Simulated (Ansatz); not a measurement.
# SnO₂, space group P6_3/mmc: a comparison of functionals at one structure

Program: Ansatz 0.2.0 through its Python package.

Run as a notebook:

In [1]:
```python
import ansatz as az
import pandas as pd
```

In [2]:
```python
sno2 = (
    az.Lattice.of((3.23058, 0.0, 0.0), (-1.61529, 2.79776, 0.0), (0.0, 0.0, 10.79056))
    .atom("Sn", (0.0, 0.0, 0.5))
    .atom("Sn", (0.0, 0.0, 0.0))
    .atom("O", (2 / 3, 1 / 3, 0.40586))
    .atom("O", (2 / 3, 1 / 3, 0.09414))
    .atom("O", (1 / 3, 2 / 3, 0.59414))
    .atom("O", (1 / 3, 2 / 3, 0.90586))
)
```

In [3]:
```python
setup = (
    sno2.calculation()
    .basis(16 * az.Ha)
    .kpoints(12, 12, 2)
    .occupations("Fixed")
    .scf(tolerance=1e-09)
    .band_table()
)
```

In [4]:
```python
rows = []
for value in ["pbesol", "lda", "blyp"]:
    summary = setup.functional(value).run().report
    rows.append((value, summary["free_energy_ev"] / len(summary["lattice"]["sites"]), summary["n_iterations"], summary["gap_by_band_count_ev"], summary["n_kpoints"]))
```

In [5]:
```python
table = pd.DataFrame(rows, columns=["functional", "F/atom (eV)", "iterations", "gap by band count (eV)", "k-points"])
table.round(5)
```
Out [5]:
```text
  functional  F/atom (eV)  iterations  gap by band count (eV)  k-points
0     pbesol  -2356.98941           8                 2.06910        38
1        lda  -2329.80506           9                 1.95850        38
2       blyp  -2392.85519           8                 2.06813        38
```

Semilocal gaps usually lie well under measured ones. The structure comes from a database of computed cells and needn't be a stable or known phase. Levels are Kohn-Sham eigenvalues on this mesh, without spin-orbit coupling. Total energies of different functionals can't be compared; pressures, moments and gaps at this one structure can. It ran for 21 s on 1 thread of Arm Neoverse V1, on a shared host, peak memory 0.39 GiB.
